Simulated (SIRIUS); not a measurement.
Crystal: SrCl2.

```
Sr Cl
1.0
     0.00000    3.48835    3.48835
     3.48835    0.00000    3.48835
     3.48835    3.48835    0.00000
Sr Cl
1 2
Direct
  0.00000 0.00000 0.00000
  0.75000 0.75000 0.75000
  0.25000 0.25000 0.25000
```

- Program: SIRIUS 7.10.0
- Task: single point
- Functional: PBEsol
- Potentials or basis: PseudoDojo 0.4.1 PBEsol standard (scalar relativistic)
- Cutoff: 937 eV
- Density cutoff: 3749 eV
- k mesh: 7 × 7 × 7
- Occupations: fermi-dirac, width 0.05 eV
- Spin: no spin polarisation

On this cell: pressure -1.1 GPa; largest force zero by symmetry; band gap on the k mesh 5.18 eV.

The same run follows on a disturbed copy (atoms moved at random, drawn with an rms of 0.05 Å):

```
CELL_PARAMETERS angstrom
0.00000 3.48835 3.48835
3.48835 0.00000 3.48835
3.48835 3.48835 0.00000
ATOMIC_POSITIONS crystal
Sr 0.99028 0.99978 0.99929
Cl 0.74941 0.75593 0.74881
Cl 0.26038 0.25031 0.24447
```

**Question.** What changes?

**Answer.** The energy moves by +3.1 meV/atom; pressure -1.0 GPa; largest force 0.195 eV/Å; band gap on the k mesh 5.17 eV.

Forces on the atoms (eV/Å):
```
Sr  -0.005  0.113  0.159
Cl  -0.077 -0.012 -0.043
Cl   0.083 -0.101 -0.116
```

Stress tensor (GPa, compression positive):
```
-0.98 -0.07 -0.09
-0.07 -1.00  0.20
-0.09  0.20 -1.01
```

Caveats: an odd mesh through Γ misses points on the zone boundary, where band edges often lie.
